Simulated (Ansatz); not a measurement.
Below is a relaxed structure of Ge. The cell was found from a structure generator's guess, not taken from experiment.

Method: Ansatz, DFT PBE, scalar-relativistic, plane waves, PAW. Cutoff 420 eV, Γ-centred mesh, Gaussian smearing, no spin polarisation.

```
Ge
1.0
     1.92826    1.11328   12.64320
    -1.92826    1.11328   12.64320
     0.00000   -2.22656   12.64320
Ge
8
Direct
  0.00000 0.00000 0.00000
  0.50000 0.50000 0.50000
  0.91850 0.91850 0.91850
  0.08150 0.08150 0.08150
  0.79392 0.79392 0.79392
  0.20608 0.20608 0.20608
  0.62285 0.62285 0.62285
  0.37715 0.37715 0.37715
```

Energies count from the standard state of Ge at the same level.

Question: What space group does it have?

Answer: R-3m (No. 166). Conventional cell: a = 3.857 Å, c = 37.930 Å. Ge on a site of symmetry -3m has 6 Ge at 2.78 Å and 2 Ge at 3.09 Å; Ge on a second site of symmetry -3m is surrounded by 6 Ge at 2.68 Å; Ge on a site of symmetry 3m has 3 Ge at 2.65 Å, 3 Ge at 2.82 Å and 1 Ge at 3.09 Å; Ge on a second site of symmetry 3m has 6 Ge at 2.68–2.82 Å; 1 more site not described.

Question: How far does it lie from the standard state of Ge?

Answer: +0.25 eV/atom. It lies above the standard state, so it could only be metastable.

Question: Is it a metal?

Answer: Yes, bands cross the Fermi level on the 12×12×12 mesh.

Question: From what recipe could a structure generator have reached it?

Answer: One such recipe: 6-connected net of one element (R-3m, No. 166). Other recipes can lead to the same cell.

The last run used a 12×12×12 mesh for its 8-atom cell and Gaussian smearing of 0.10 eV. Symmetry constrained the relaxation, so the result can be a saddle point. Another cell of Ge relaxed alike, in Fd-3m, lies 251 meV/atom lower, so this cell isn't the stable form at this level.
